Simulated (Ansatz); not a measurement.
Crystal: Hf.

```
CELL_PARAMETERS angstrom
0.00000 2.22000 2.22000
2.22000 0.00000 2.22000
2.22000 2.22000 0.00000
ATOMIC_POSITIONS crystal
Hf 0.00000 0.00000 0.00000
```

This isn't the form of Hf at room conditions, which is hcp.

Base run:

| Quantity | Value |
| --- | --- |
| Program | Ansatz 0.2.0 |
| Functional | revPBE |
| Potentials or basis | Ansatz PAW |
| Cutoff | 420 eV (not typed: the program's choice for these potentials) |
| k mesh | 10 × 10 × 10 |
| Occupations | fermi-dirac, width 0.05 eV |
| Spin | no spin polarisation |

Its results: band gap on the k mesh none (metal or under the smearing width); pressure 5.2 GPa.

The run is repeated on the same cell with these changes: functional from revPBE to LDA. What comes out?

Band gap on the k mesh none (metal or under the smearing width); pressure -5.7 GPa.

LDA binds more tightly than revPBE, so the same cell stands under less pressure.

Caveats: spin-orbit coupling is left out, which moves the levels of the heavy elements; the PAW data sets come from PBE, with cores solved anew for the run's functional, which leaves a small shift of forces and pressure.
